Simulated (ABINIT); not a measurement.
GaP, 2 atoms in the cell. It takes space group F-43m (No. 216, cubic). Conventional cell: a = 5.451 Å, b = 5.451 Å, c = 5.451 Å, α = 90.00°, β = 90.00°, γ = 90.00°. Ga (site symmetry -43m) has 4 P at 2.36 Å as nearest neighbours. P (site symmetry -43m) has 4 Ga at 2.36 Å as nearest neighbours. 

* Program: ABINIT 10.8.3 (patched build)
* Task: RPA correlation energy
* Functional: PBEsol
* Potentials or basis: PseudoDojo NC SR PBEsol v0.4.1 standard
* Cutoff: 980 eV
* k mesh: 4 × 4 × 4
* Occupations: fixed
* Spin: no spin polarisation
* Cutoff of the screening (Ha): 8
* Bands in the sums: 160
* Wave-function cutoff in the screening (Ha): 22
* Imaginary frequencies: 10
* Cutoffs of the response (Ha): [8.0]

Potentials or basis: PseudoDojo NC SR PBEsol v0.4.1 standard.

The run is started by

```console
$ abinit run.abi > log 2>&1
```

Hardware: 1 thread of Arm Neoverse V2, on a shared host.

Task: How long does it take, and how much memory?

Result: It took 6 min on 1 thread of Arm Neoverse V2, with other jobs on the host, peak memory 0.42 GiB. Counts: scf iterations 17, mpi ranks 1, k points 8, bands 176, plane waves 2832.
